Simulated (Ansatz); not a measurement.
BN (wurtzite), relaxed with r2SCAN. It is hexagonal, P6_3mc (No. 186); a = 2.544 Å, c = 4.208 Å in the conventional setting, 5.90 Å³ an atom. Around B lie 4 N at 1.56–1.58 Å; around N lie 4 B at 1.56–1.58 Å.

4 runs of Ansatz 0.2.0 on this cell differ in the functional (and in the settings that go with it). Levels are in eV from each run's valence top; v1 is the last filled band, c1 the first empty one.

Run A, mean stress 0.0 GPa (compression positive):
```
point     v2     v1     c1     c2
    Γ   0.00   0.00   9.12   9.12
    M  -4.52  -2.20   7.32   8.62
    K  -5.63  -5.63   5.75  14.46
    A  -1.22  -1.22  10.25  10.25
    L  -3.72  -3.72   7.21   7.21
    H  -3.15  -3.15  10.04  10.04
```

Run B, mean stress -4.4 GPa (compression positive):
```
point     v2     v1     c1     c2
    Γ   0.00   0.00  10.88  10.88
    M  -4.73  -2.30   8.94  10.29
    K  -5.89  -5.89   7.29  16.43
    A  -1.27  -1.27  12.01  12.01
    L  -3.88  -3.88   8.84   8.84
    H  -3.29  -3.29  11.79  11.79
```

Run C, mean stress +4.7 GPa (compression positive):
```
point     v2     v1    c1     c2
    Γ   0.00   0.00  8.40   8.40
    M  -4.42  -2.12  6.74   7.99
    K  -5.43  -5.43  5.21  13.50
    A  -1.18  -1.18  9.52   9.52
    L  -3.58  -3.58  6.61   6.61
    H  -3.04  -3.04  9.35   9.35
```

Run D, mean stress -4.5 GPa (compression positive):
```
point     v2     v1     c1     c2
    Γ   0.00   0.00  10.10  10.10
    M  -4.71  -2.30   8.17   9.51
    K  -5.87  -5.87   6.53  15.63
    A  -1.27  -1.27  11.23  11.23
    L  -3.87  -3.87   8.07   8.07
    H  -3.28  -3.28  11.01  11.01
```

Task: Match the runs to PBE, r2SCAN, HSE06, PBE0.

Result: A is r2SCAN, B is PBE0, C is PBE, D is HSE06. In order of the gap: PBE 5.21, r2SCAN 5.75, HSE06 6.53, PBE0 7.29 eV. The stress vanishes for r2SCAN, which relaxed the cell.

No spin polarisation and no zero-point or thermal motion.

The program warns that its thresholds are loose for a hybrid's stress.

The meshes of the hybrids are coarse, so their gaps aren't converged to the digits shown.
